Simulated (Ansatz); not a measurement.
Runs of Ansatz 0.2.0 on Zn. It takes space group Fm-3m (No. 225, cubic). The conventional cell has a = 3.930 Å, b = 3.930 Å, c = 3.930 Å, α = 90.00°, β = 90.00°, γ = 90.00°. Around Zn (site symmetry m-3m) lie 12 Zn at 2.78 Å. This isn't the form of Zn at room conditions, which is hcp.

| task | level | cell | k mesh | cutoff (eV) | smearing | points for each segment of the path | mesh quality | gap on the mesh (eV) | pressure (GPa) | V0 of scaled cells (Å³/atom) | relaxed volume (Å³/atom) | B0 (GPa) |
| --- | --- | --- | --- | --- | --- | --- | --- | --- | --- | --- | --- | --- |
| relaxation of cell and atoms | HSEsol | relaxed | 6 × 6 × 6 | 420 | fermi-dirac 0.05 eV | - | coarse | none | - | - | (a) | - |
| relaxation of cell and atoms | PBEsol | relaxed | 12 × 12 × 12 | 420 | fermi-dirac 0.05 eV | - | not flagged | none | 0.0 | - | 14.10 | - |
| band structure | r2SCAN | as given | 12 × 12 × 12 | 500 | fermi-dirac 0.05 eV | 14 | not flagged | none | -4.6 | - | - | - |
| equation of state | HSE06 | as given | 8 × 8 × 8 | 420 | fermi-dirac 0.05 eV | - | not flagged | - | - | 15.28 | - | 67 |
| single point | PBEsol | as given | 12 × 12 × 12 | 420 | gaussian 0.1 eV | - | not flagged | none | (b) | - | - | - |
| single point | PBE0 | as given | 6 × 6 × 6 | 420 | fermi-dirac 0.05 eV | - | coarse | none | - | - | - | - |
| relaxation of cell and atoms | PBEsol+D4 | relaxed | 12 × 12 × 12 | 420 | fermi-dirac 0.05 eV | - | not flagged | none | 0.0 | - | 13.77 | - |
| projected density of states | PBE0 | as given | 8 × 8 × 8 | 420 | cold 0.025 eV | - | not flagged | none | - | - | - | - |
| relaxation of cell and atoms | BLYP+D3(BJ) | relaxed | 12 × 12 × 12 | 420 | fermi-dirac 0.05 eV | - | not flagged | none | 0.0 | - | 14.31 | - |
| single point | PBEsol0 | as given | 6 × 6 × 6 | 420 | fermi-dirac 0.05 eV | - | coarse | none | - | - | - | - |
| equation of state | PBE0 | as given | 8 × 8 × 8 | 420 | fermi-dirac 0.05 eV | - | not flagged | - | - | 15.18 | - | 69 |
| single point | r2SCAN0 | as given | 6 × 6 × 6 | 500 | fermi-dirac 0.05 eV | - | coarse | none | - | - | - | - |

Alike in all rows: potentials or basis Ansatz PAW; no spin polarisation.

**Question.** Fill in the values left out.

**Answer.** (a) 14.34; (b) -5.2.

Caveats: some runs use coarse meshes; the PAW data sets come from PBE, with cores solved anew for the run's functional, which leaves a small shift of forces and pressure; the plane-wave basis is chosen anew once the cell has moved, so the energies of steps on either side of that aren't comparable (some runs); pairwise dispersion overbinds metals, which lowers pressure and volume (some runs); the density of states is complete only up to the lowest level of the last band computed (some runs); the potentials were made for another functional, which shifts forces and pressure (some runs).

A k mesh can miss the band edges.

A gap of «none» marks a metal or a gap under the smearing width.

Not every run made on this cell is shown here.
